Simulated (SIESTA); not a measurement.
## Co: equation of state with PBE

Crystal: Co.

```
CELL_PARAMETERS angstrom
2.47200 0.00000 0.00000
-1.23600 2.14081 0.00000
0.00000 0.00000 4.02114
ATOMIC_POSITIONS crystal
Co 0.66667 0.33333 0.75000
Co 0.33333 0.66667 0.25000
```

| Property | Result |
| --- | --- |
| Program | SIESTA 5.4.2 |
| Task | equation of state |
| Functional | PBE |
| Potentials or basis | PseudoDojo 0.4 standard (PBE files) |
| Basis | DZP (energy shift 0.002 Ry) |
| Grid cutoff | 800 Ry |
| Energy shift | 0.002 Ry |
| k mesh | 12 × 12 × 7 |
| Occupations | fermi-dirac, width 0.05 eV |
| Spin | collinear spin, ferromagnetic start |
| Starting moments | [2.0, 2.0] μB |

- Equilibrium volume: 10.87 Å³/atom
- Bulk modulus at fixed shape and positions: 220 GPa
- Pressure derivative of the bulk modulus: 3.4 (rough: it moves with the points fitted)

Energy against volume, from the lowest point:
```csv
volume (Å³/atom),energy (meV/atom)
10.002,53.37
10.215,29.46
10.427,13.17
10.640,3.28
10.853,0.00
11.066,2.80
11.279,10.21
```

All runs of the series together: 14 min on 1 thread of Arm Neoverse V1, on a shared host.

Caveat: semicore shells carry a single zeta, which can move pressures by several GPa and volumes by a few percent; the cell was scaled at fixed shape and fractional positions, which overstates the stiffness of a crystal with free parameters, most of all of layers and chains; the basis of atomic orbitals isn't converged, which shifts pressures, moduli and gaps.
